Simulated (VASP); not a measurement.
# Sb: single point with PBE+D3(BJ)

Sb:

```
Sb
1.0
     0.00000    2.37124    2.37124
     2.37124    0.00000    2.37124
     2.37124    2.37124    0.00000
Sb
1
Cartesian
  0.0000 0.0000 0.0000
```

This isn't the form of Sb at room conditions, which is rhombohedral.

* Program: VASP 6.6.1
* Task: single point
* Functional: PBE
* Dispersion: D3(BJ)
* Potentials or basis: VASP PAW PBE potentials, release 64 (Sb)
* Cutoff: 520 eV
* k mesh: 20 × 20 × 20
* Occupations: gaussian, width 0.15 eV
* Spin: no spin polarisation

| Property | Result |
| --- | --- |
| Pressure | -1.4 GPa |
| Band gap on the k mesh | none (metal or under the smearing width) |
| Dispersion energy per atom | -0.530 eV |

Levels at points of the mesh, in eV from the Fermi level:
| k point | band 1 | band 2 | band 3 | band 4 | band 5 | band 6 |
| --- | --- | --- | --- | --- | --- | --- |
| (0.00, 0.00, 0.00) | -13.04 | 5.36 | 5.36 | 5.36 | 9.95 | 9.95 |
| (0.50, 0.00, 0.00) | -9.23 | -5.91 | 3.64 | 3.64 | 8.20 | 9.09 |
| (0.50, 0.50, 0.00) | -7.58 | -5.01 | 0.35 | 0.35 | 4.12 | 4.57 |

Run time: 44 s on 1 thread of AMD EPYC 7R43 64-Core Processor (Zen 3), on a shared host, peak memory 0.17 GiB.

Caveat: pairwise dispersion overbinds metals, which lowers pressure and volume. Spin-orbit coupling is left out, which matters for the levels of Sb.
